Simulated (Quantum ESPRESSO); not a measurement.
# Ge under changes of volume

One of the cells (18.524 Å³/atom); the others are scaled copies at fixed shape and fractional positions:

```xyz
2
Lattice="-2.5745 2.5745 1.3974 2.5745 -2.5745 1.3974 2.5745 2.5745 -1.3974" Properties=species:S:1:pos:R:3 pbc="T T T"
Ge    0.0000    0.0000    1.3974
Ge    2.5745    0.0000    0.6987
```

This isn't the form of Ge at room conditions, which is diamond.

| Property | Result |
| --- | --- |
| Program | Quantum ESPRESSO 7.5 |
| Functional | r2SCAN |
| Potentials or basis | SG15 PBE 1.2 |
| Cutoff | 952 eV |
| Density cutoff | 3810 eV |
| k mesh | 6 × 6 × 6 |
| Occupations | fermi-dirac, width 0.05 eV |
| Spin | no spin polarisation |

```csv
volume (Å³/atom),energy over the lowest point (meV/atom),pressure (GPa)
17.413,7.89,3.6
17.783,?,?
18.154,0.00,-0.1
18.524,2.11,-1.7
18.895,7.65,-3.0
19.265,16.21,-4.2
19.636,27.36,-5.2
```

Task: What does the run at 17.783 Å³/atom give?

Result: Energy over the lowest point 1.77 meV/atom; pressure 1.6 GPa.

Worked out: A Birch-Murnaghan fit of order 3 (a polynomial in V^(-2/3)) to the other rows has its minimum at 18.13 Å³/atom with B0 = V·E''(V) = 83 GPa and B' = 5.3 at fixed shape and positions, which overstates the stiffness. It gives 1.74 meV/atom at 17.783 Å³/atom, against the run's 1.77, and -dE/dV = 1.7 GPa, against 1.6.

Energies are extrapolated to zero smearing.

Caveats: all runs use coarse meshes; the potentials were made for another functional, which shifts forces and pressure.
